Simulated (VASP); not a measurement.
VASP ran on this input.

**POSCAR**
```
ZnTe
1
    0.0000000000     3.1110000000     3.1110000000
    3.1110000000     0.0000000000     3.1110000000
    3.1110000000     3.1110000000     0.0000000000
Zn Te
1 1
Direct
 -0.0112504018   0.0112504018   0.0273224044
  0.2500000000   0.2500000000   0.2500000000
```

INCAR:
```
SYSTEM = ZnTe
PREC = Accurate
ENCUT = 400
EDIFF = 1E-6
NELM = 100
ALGO = Normal
LREAL = .FALSE.
LASPH = .TRUE.
ISMEAR = 0
SIGMA = 0.05
GGA = PE
LMAXMIX = 4
LWAVE = .FALSE.
LCHARG = .FALSE.
ISIF = 3
IBRION = 3
NSW = 40
EDIFFG = -0.01
POTIM = 2.0
```

KPOINTS:
```
Automatic mesh
0
Gamma
6 6 6
0 0 0
```

POTCAR, in this order: Zn Te (PBE.64 set). Program: vasp_std.

The run wrote:

**standard output**
```
...
DAV:   9    -0.389364646819E+01   -0.27737E-05   -0.99886E-06  3542   0.329E-02    0.103E-02
DAV:  10    -0.389364731590E+01   -0.84771E-06   -0.12539E-06  2554   0.997E-03
   2 F= -.38936473E+01 E0= -.38936473E+01  d E =0.124720E+01
quench:  g(F)=  0.654E+01 g(S)=  0.212E+02 dE (1.order)=-0.518E+02
 bond charge predicted
       N       E                     dE             d eps       ncg     rms          rms(c)
DAV:   1    -0.714067991488E+03   -0.71017E+03   -0.46403E+03  4478   0.320E+02    0.137E+02
DAV:   2    -0.130897412913E+03    0.58317E+03   -0.60130E+03  5356   0.290E+02    0.705E+01
DAV:   3     0.584621072439E+01    0.13674E+03   -0.50422E+02  3667   0.133E+02    0.526E+01
DAV:   4     0.722585357219E+02    0.66412E+02   -0.29122E+02  4337   0.748E+01    0.281E+01
DAV:   5     0.840110422963E+02    0.11753E+02   -0.20658E+01  3832   0.179E+01    0.185E+01
DAV:   6     0.921597500608E+02    0.81487E+01   -0.94337E+00  2942   0.197E+01    0.125E+01
DAV:   7     0.929965216382E+02    0.83677E+00   -0.23420E+00  3362   0.646E+00    0.201E+01
DAV:   8     0.947944603424E+02    0.17979E+01   -0.21872E+01  3422   0.784E+00    0.807E+00
DAV:   9     0.953347569880E+02    0.54030E+00   -0.57660E-01  3117   0.409E+00    0.465E+00
DAV:  10     0.957326241794E+02    0.39787E+00   -0.79173E-01  3487   0.628E+00    0.423E+00
DAV:  11     0.957368447925E+02    0.42206E-02   -0.21886E-01  3427   0.165E+00    0.319E+00
DAV:  12     0.955924073569E+02   -0.14444E+00   -0.22085E-01  3147   0.176E+00    0.252E+00
DAV:  13     0.955811986888E+02   -0.11209E-01   -0.30752E-02  2937   0.733E-01    0.231E+00
DAV:  14     0.956131488090E+02    0.31950E-01   -0.36692E-02  2922   0.821E-01    0.203E+00
DAV:  15     0.956236888332E+02    0.10540E-01   -0.22440E-02  3102   0.107E+00    0.182E+00
DAV:  16     0.956353872430E+02    0.11698E-01   -0.10603E-02  3057   0.629E-01    0.143E+00
DAV:  17     0.956552759513E+02    0.19889E-01   -0.82316E-03  3132   0.424E-01    0.917E-01
DAV:  18     0.956611909007E+02    0.59149E-02   -0.24499E-03  3077   0.239E-01    0.814E-01
DAV:  19     0.956717323003E+02    0.10541E-01   -0.47922E-03  3192   0.301E-01    0.629E-01
DAV:  20     0.956768287574E+02    0.50965E-02   -0.16533E-03  3217   0.206E-01    0.515E-01
DAV:  21     0.956804038424E+02    0.35751E-02   -0.10426E-03  3007   0.168E-01    0.450E-01
DAV:  22     0.956851660461E+02    0.47622E-02   -0.26257E-03  2972   0.257E-01    0.302E-01
DAV:  23     0.956881802264E+02    0.30142E-02   -0.30755E-03  3142   0.278E-01    0.153E-01
DAV:  24     0.956891824186E+02    0.10022E-02   -0.24636E-03  3127   0.255E-01    0.269E-02
DAV:  25     0.956891652706E+02   -0.17148E-04   -0.23286E-04  3452   0.771E-02    0.237E-02
DAV:  26     0.956891776809E+02    0.12410E-04   -0.18489E-05  2942   0.227E-02    0.123E-02
DAV:  27     0.956891766663E+02   -0.10147E-05   -0.63724E-07  2074   0.580E-03    0.114E-02
DAV:  28     0.956891772193E+02    0.55310E-06   -0.37524E-07  1536   0.453E-03
   3 F= 0.95689177E+02 E0= 0.95702082E+02  d E =0.995828E+02
quench:  g(F)=  0.253E-02 g(S)=  0.115E+05 dE (1.order)=-0.222E+05
 bond charge predicted

 -----------------------------------------------------------------------------
|                                                                             |
|     EEEEEEE  RRRRRR   RRRRRR   OOOOOOO  RRRRRR      ###     ###     ###     |
|     E        R     R  R     R  O     O  R     R     ###     ###     ###     |
|     E        R     R  R     R  O     O  R     R     ###     ###     ###     |
|     EEEEE    RRRRRR   RRRRRR   O     O  RRRRRR       #       #       #      |
|     E        R   R    R   R    O     O  R   R                               |
|     E        R    R   R    R   O     O  R    R      ###     ###     ###     |
|     EEEEEEE  R     R  R     R  OOOOOOO  R     R     ###     ###     ###     |
|                                                                             |
|     Orbital orthonormalization failed in the inversion of matrix            |
|     LAPACK: Routine ZPOTRF failed! kpoint: 1 spin: 1                        |
|                                                                             |
|     Possible solutions for this issue are:                                  |
|     - Please check whether the atoms are too close to each other.           |
|     - Decreasing POTIM might help during relaxations or MDs.                |
|     - Deleting CHGCAR or WAVECAR if incompatible with the structure.        |
|     - Try calculating without symmetrizing (ISYM = 0 or ISYM = -1).         |
|                                                                             |
|       ---->  I REFUSE TO CONTINUE WITH THIS SICK JOB ... BYE!!! <----       |
|                                                                             |
 -----------------------------------------------------------------------------
```

Task: Read the log: what went wrong, and how is it fixed?

Result: The cause: POTIM is too large for the ionic optimiser. VASP stops with an error: Orbital orthonormalization failed in the inversion of matrix LAPACK: Routine ZPOTRF failed! kpoint: 1 spin: 1 Possible solutions for this issue are: - Please check whether the atoms are too close to each other. - Decreasing POTIM might help during relaxations or MDs. - Deleting CHGCAR or WAVECAR if incompatible with the structure. - Try calculating without symmetrizing (ISYM = 0 or ISYM = -1). ----> I REFUSE TO CONTINUE WITH THIS SICK JOB ... BYE!!! <---- To mend it, set IBRION = 2, remove POTIM.

The mended run (PBE GGA, plane waves, VASP's PBE PAW potentials (set 64)) converges, and its OSZICAR ends with
```
  11 F= -.51804682E+01 E0= -.51804682E+01  d E =-.911642E-04
```

The compound is ZnTe in the zinc blende structure. In the starting cell atoms are displaced from their ideal sites.
